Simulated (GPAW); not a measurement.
A run of GPAW 26.7.0 is set up as follows.

run.py

```python
from ase import Atoms
from ase.dft.bandgap import bandgap
from ase.io import write
from ase.units import GPa
from gpaw import GPAW, PW, setup_paths

setup_paths.insert(0, '.')

atoms = Atoms(['Ir'],
              cell=[[-0.009028, 1.958366, 1.938921],
                    [1.898389, 0.022898, 1.906995],
                    [1.899679, 1.927729, 0.021608]],
              scaled_positions=[[-0.002339, -0.003161, -0.014252]],
              pbc=True)

calc = GPAW(mode=PW(600),
            xc='PBEsol',
            kpts={'size': (12, 12, 12), 'gamma': True},
            occupations={'name': 'fermi-dirac', 'width': 0.05},
            nbands=16,
            convergence={'density': 1e-05, 'energy': 1e-05},
            maxiter=150,
            txt='gpaw.txt')
atoms.calc = calc
energy = atoms.get_potential_energy()
forces = atoms.get_forces()
stress = atoms.get_stress()
calc.write('gs.gpw')
write('result.traj', atoms)
print(f'Energy: {energy:.6f} eV')
print('Forces (eV/A):')
print(forces.round(4))
print('Stress (GPa):', (stress / GPa).round(3))
print('Fermi level:', round(calc.get_fermi_level(), 4), 'eV')
print(f'Gap: {bandgap(calc)[0]:.4f} eV, direct: {bandgap(calc, direct=True)[0]:.4f} eV')
```

Potentials or basis: PAW data sets generated in the run's folder for this functional, pw.

Command:

```bash
$ gpaw-setup -f PBEsol Ir
$ OMP_NUM_THREADS=1 python run.py
```

(1) Predict the pressure.

(2) What does it give for the band gap on the k mesh?

Answers

(1) -1.6 GPa.

(2) none (metal or under the smearing width).
